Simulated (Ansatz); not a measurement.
In:

```
In
1.0
     1.66964    0.96397    8.20746
    -1.66964    0.96397    8.20746
     0.00000   -1.92793    8.20746
In
3
Cartesian
  0.0000 0.0000 5.4659
  0.0000 0.0000 19.1565
  0.0000 0.0000 0.0000
```

This isn't the form of In at room conditions, which is tetragonal.

| Item | Value |
| --- | --- |
| Program | Ansatz 0.2.0 |
| Task | single point |
| Functional | PBE |
| Potentials or basis | Ansatz PAW |
| Cutoff | 420 eV (not typed: the program's choice for these potentials) |
| k mesh | 9 × 9 × 9 |
| Occupations | fermi-dirac, width 0.05 eV |
| Spin | no spin polarisation |

On this cell: pressure 1.8 GPa; largest force 0.020 eV/Å; band gap on the k mesh none (metal or under the smearing width).

The same run follows on a disturbed copy (atoms moved at random, drawn with an rms of 0.05 Å):

```
CELL_PARAMETERS angstrom
1.66964 0.96397 8.20746
-1.66964 0.96397 8.20746
0.00000 -1.92793 8.20746
ATOMIC_POSITIONS crystal
In 0.21741 0.20580 0.23656
In 0.77597 0.77802 0.77960
In 0.99157 0.99644 0.00862
```

**Question.** What does the disturbed cell give?

**Answer.** The energy (extrapolated to zero smearing) moves by +0.5 meV/atom; pressure 1.8 GPa; largest force 0.076 eV/Å; band gap on the k mesh none (metal or under the smearing width).

Forces on the atoms (eV/Å):
```
In  -0.003  0.006  0.075
In   0.002 -0.006 -0.076
In   0.001  0.000  0.001
```

Stress tensor (GPa, compression positive):
```
 2.01  0.03  0.01
 0.03  2.11 -0.01
 0.01 -0.01  1.40
```
